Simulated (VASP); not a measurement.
# CdS (F-43m) in VASP: notebook, part 3 of 3

VASP 6.6.1. Earlier steps stand in the parts before.

## Step 5: Single point, PBE

This run uses another cell than the first one, of 25.39 Å³/atom, 0.976 times its volume.

INCAR

```
SYSTEM = CdS
ALGO = Normal
EDIFF = 1E-7
ENCUT = 520
GGA = PE
ISIF = 2
ISMEAR = -1
LASPH = .True.
LCHARG = .False.
LREAL = .False.
LWAVE = .False.
NBANDS = 16
NELM = 100
PREC = Accurate
SIGMA = 0.02
```

KPOINTS

```
k-points
0
Gamma
  8 8 8
  0 0 0
```

POSCAR

```
CdS
1.0
    0.0000000000      2.9392146858      2.9392146858
    2.9392146858      0.0000000000      2.9392146858
    2.9392146858      2.9392146858      0.0000000000
Cd S
1 1
Direct
    0.0000000000      0.0000000000      0.0000000000
    0.2500000000      0.2500000000      0.2500000000
```

Potentials or basis: VASP PAW PBE potentials, release 64 (Cd, S).

Launch:

```sh
$ cat potpaw_PBE.64/Cd/POTCAR potpaw_PBE.64/S/POTCAR > POTCAR
$ mpirun -np 1 vasp_std > vasp.out
```

OUTCAR:

```text
SYSTEM = CdS
   EDIFF = 1E-7
   ENCUT = 520
   GGA = PE
   ISIF = 2
   ISMEAR = -1
   LASPH = .True.
   LREAL = .False.
   NELM = 100
   PREC = Accurate

 ion  position               nearest neighbor table
   1  0.000  0.000  0.000-   2 2.55   2 2.55   2 2.55   2 2.55
   2  0.250  0.250  0.250-   1 2.55   1 2.55   1 2.55   1 2.55

  LATTYP: Found a face centered cubic cell.
 ALAT       =     5.8784293716

  Lattice vectors:

 A1 = (   0.0000000000,   2.9392146858,   2.9392146858)
 A2 = (   2.9392146858,   0.0000000000,   2.9392146858)
 A3 = (   2.9392146858,   2.9392146858,   0.0000000000)

Analysis of symmetry for initial positions (statically):
=====================================================================
 Subroutine PRICEL returns:
 Original cell was already a primitive cell.

 Routine SETGRP: Setting up the symmetry group for a
 face centered cubic supercell.

 Subroutine GETGRP returns: Found 24 space group operations
 (whereof 24 operations were pure point group operations)
 out of a pool of 48 trial point group operations.

The static configuration has the point symmetry T_d .

Analysis of symmetry for dynamics (positions and initial velocities):
=====================================================================
 Subroutine PRICEL returns:
 Original cell was already a primitive cell.

 Routine SETGRP: Setting up the symmetry group for a
 face centered cubic supercell.

 Subroutine GETGRP returns: Found 24 space group operations
 (whereof 24 operations were pure point group operations)
 out of a pool of 48 trial point group operations.

The dynamic configuration has the point symmetry T_d .

 Subroutine INISYM returns: Found 24 space group operations
 (whereof 24 operations are pure point group operations),
 and found     1 'primitive' translations

----------------------------------------------------------------------------------------

                                     Primitive cell

  volume of cell :      50.7837
[... 108 lines left out ...]
     AMIX     =   0.40;   BMIX     =  1.00
     AMIX_MAG =   1.60;   BMIX_MAG =  1.00
  volume/ion in A,a.u.               =      25.39       171.35
  Fermi-wavevector in a.u.,A,eV,Ry     =   1.158576  2.189390 18.263064  1.342297
  Thomas-Fermi vector in A             =   2.295176
   LORBIT       =      0    0 simple, 1 ext, 2 COOP (PROOUT), +10 PAW based schemes
   GGA     = PE    functional components
   LHFCALC =     F    Hartree Fock is set to
   AEXX    =    0.0000 exact exchange contribution
   IVDW    =     0    specifies the selected vdW correction
   LEPSILON=     F    determine dielectric tensor
   LRPA    =     F    only Hartree local field effects (RPA)
 non-spin polarized calculation
  energy-cutoff  :      520.00
  volume of cell :       50.78
 maximum number of plane-waves:      1384
   NGX = 15   NGY = 15   NGZ = 15

 number of electron      18.0000005 magnetization

 Free energy of the ion-electron system (eV)
  ---------------------------------------------------
  ext. energy  EPLUGINS =         0.00000000
  ---------------------------------------------------
  free energy    TOTEN  =        -6.13926379 eV

  energy without entropy =       -6.13926379  energy(sigma->0) =       -6.13926379

 E-fermi :   1.5256     XC(G=0):  -9.0410

 val. band max:        1.1175553002   @ k =   0.0000   0.0000   0.0000
 cond. band min:       2.2159021886   @ k =   0.0000   0.0000   0.0000
 fundamental gap:      1.0983468884
 Fermi energy:         1.5256168528

 k-point     1 :       0.0000    0.0000    0.0000
  band No.  band energies     occupation
      1     -11.1119      2.00000
      2      -6.5290      2.00000
      3      -6.5290      2.00000
      4      -6.5290      2.00000
      5      -6.0803      2.00000
      6      -6.0803      2.00000
[... 433 lines left out ...]
      3      -6.3390      2.00000
      4      -6.1034      2.00000
      5      -6.0550      2.00000
      6      -5.6133      2.00000
[... 8 lines left out ...]
     15      13.3569      0.00000
     16      14.2118      0.00000

 [... further k-points ...]

------------------------ aborting loop because EDIFF is reached ----------------------------------------

  FORCE on cell =-STRESS in cart. coord.  units (eV):
  Direction    XX          YY          ZZ          XY          YZ          ZX
  --------------------------------------------------------------------------------------
  -------------------------------------------------------------------------------------
  Total        0.5417300      0.5417300      0.5417300      0.0000000      0.0000000     -0.0000000
  in kB       17.0910803     17.0910803     17.0910803      0.0000000      0.0000000     -0.0000000
  external PRESSURE =      17.0910803 kB  Pullay stress =       0.0000000 kB

 VOLUME and BASIS-vectors are now :
 -----------------------------------------------------------------------------
  energy-cutoff  :      520.00
  volume of cell :       50.78
      direct lattice vectors                 reciprocal lattice vectors
     0.000000000  2.939214686  2.939214686    -0.170113467  0.170113467  0.170113467
     2.939214686  0.000000000  2.939214686     0.170113467 -0.170113467  0.170113467
     2.939214686  2.939214686  0.000000000     0.170113467  0.170113467 -0.170113467

 POSITION                                       TOTAL-FORCE (eV/Angst)
 -----------------------------------------------------------------------------------
      0.00000      0.00000      0.00000        -0.000000      0.000000     -0.000000
      1.46961      1.46961      1.46961         0.000000     -0.000000      0.000000
 -----------------------------------------------------------------------------------
    total drift:                               -0.000000     -0.000000     -0.000000

  FREE ENERGIE OF THE ION-ELECTRON SYSTEM (eV)
  ---------------------------------------------------
  free  energy   TOTEN  =        -6.1392637859 eV

  energy  without entropy=       -6.1392637859  energy(sigma->0) =       -6.13926379
```

OSZICAR:

```text
N       E                     dE             d eps       ncg     rms          rms(c)
DAV:   1     0.110416421607E+03    0.11042E+03   -0.88930E+03   944   0.102E+03
DAV:   2    -0.238957648918E+01   -0.11281E+03   -0.10602E+03  1128   0.255E+02
DAV:   3    -0.666123844051E+01   -0.42717E+01   -0.42649E+01  1184   0.517E+01
DAV:   4    -0.668685048583E+01   -0.25612E-01   -0.25610E-01  1192   0.392E+00
DAV:   5    -0.668720733645E+01   -0.35685E-03   -0.35685E-03  1128   0.436E-01    0.772E+00
DAV:   6    -0.615738092417E+01    0.52983E+00   -0.84914E-01  1408   0.114E+01    0.626E+00
DAV:   7    -0.613885712460E+01    0.18524E-01   -0.19168E-01  1128   0.299E+00    0.308E+00
DAV:   8    -0.613912112913E+01   -0.26400E-03   -0.17276E-02  1104   0.165E+00    0.291E-01
DAV:   9    -0.613905396049E+01    0.67169E-04   -0.20240E-03  1136   0.652E-01    0.592E-02
DAV:  10    -0.613918529380E+01   -0.13133E-03   -0.24452E-04  1120   0.155E-01    0.693E-02
DAV:  11    -0.613927123860E+01   -0.85945E-04   -0.13892E-04  1080   0.919E-02    0.246E-02
DAV:  12    -0.613926283389E+01    0.84047E-05   -0.24834E-05  1280   0.635E-02    0.995E-03
DAV:  13    -0.613926406497E+01   -0.12311E-05   -0.38277E-06  1112   0.114E-02    0.894E-03
DAV:  14    -0.613926380287E+01    0.26210E-06   -0.27558E-07  1248   0.317E-03    0.498E-03
DAV:  15    -0.613926378588E+01    0.16988E-07   -0.34954E-08   696   0.118E-03
   1 F= -.61392638E+01 E0= -.61392638E+01  d E =-.705472E-11
```

stdout:

```text
POSCAR found type information on POSCAR CdS
 POSCAR found :  2 types and       2 ions
 scaLAPACK will be used
 LDA part: xc-table for (Slater+PW92), standard interpolation
 POSCAR, INCAR and KPOINTS ok, starting setup
 FFT: planning ... GRIDC
 FFT: planning ... GRID_SOFT
 FFT: planning ... GRID
 WAVECAR not read
 entering main loop
```

Run time: 9.2 s. Hardware: 1 thread of Intel Xeon 6975P-C (Granite Rapids), shared host; peak memory 0.17 GiB.

What came out:

```yaml
Free_energy: -6.1393 eV
Pressure: 1.7 GPa
Band_gap_on_the_k_mesh: 1.10 eV, direct
```

A hybrid or GW would open this gap; PBE tends to underestimate it.

## Step 6: Overview

```tsv
task	level	cell	k mesh	cutoff (eV)	smearing	exchange at q = 0	grid for exact exchange (PRECFOCK)	screening parameter	gap on the mesh (eV)	pressure (GPa)
single point	PBE	F-43m, 26.02 Å³/atom	8 × 8 × 8	520	fermi-dirac 0.02 eV	-	-	-	1.04	0.3
relaxation of cell and atoms	PBE	relaxed	8 × 8 × 8	600	fermi-dirac 0.02 eV	-	-	-	1.03	0.0
single point	HSE06	F-43m, 25.39 Å³/atom	6 × 6 × 6	520	gaussian 0.01 eV	truncated	Normal	0.2079 1/A	2.11	0.5
single point	PBE	F-43m, 25.39 Å³/atom	8 × 8 × 8	520	fermi-dirac 0.02 eV	-	-	-	1.10	1.7
```

Alike in all rows: potentials or basis VASP PAW PBE potentials, release 64 (Cd, S); no spin polarisation.

On the cell as given the gap runs from 1.04 eV (PBE) to 2.11 eV (HSE06); the meshes differ, which moves gaps too. The pressure there spans 0.3 GPa (PBE) to 1.7 GPa (PBE); a positive pressure means that this level wants a larger cell, a negative one a smaller.

Caveats: the volume moved by over 15 % at a fixed basis, so the end points are rough (some runs); the PAW data sets were made with another functional, which shifts forces and pressure a little (some runs).

Total energies depend on the potentials used, so only differences within one code and one set of settings carry meaning.
